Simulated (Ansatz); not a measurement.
# Lattice vibrations of NbN at Γ at -3 GPa

All numbers below come from Ansatz, DFT PBEsol, scalar-relativistic, plane waves, PAW. Cutoff 420 eV, 16×16×16 k-points (Γ-centred), Fermi-Dirac smearing of 0.15 eV. No spin polarisation. Phonons by linear response, acoustic sum rule imposed.

The cell, relaxed at -3 GPa:
```yaml
crystal:
  lattice:
    - [0.00000, 2.19765, 2.19765]
    - [2.19765, 0.00000, 2.19765]
    - [2.19765, 2.19765, 0.00000]
  atoms:
    - { symbol: Nb, position: [0.50000, 0.50000, 0.50000] }
    - { symbol: N, position: [0.00000, 0.00000, 0.00000] }
```

In a metal, frequencies and elastic constants depend on the k mesh and the smearing, soft modes and shear constants most.

(1) Is this structure stable against zone-centre distortions?

(2) List the optical modes at Γ (i marks imaginary ones).

## Answers

(1) Yes, at Γ: no optical mode is imaginary. Strains and other wave vectors aren't tested by this run.

(2)
| frequency (THz) | degeneracy |
| --- | --- |
| 11.82 | 3 |

Cost: 1 run of about 0.58 core-minutes, on Arm Neoverse V1 (shared hosts).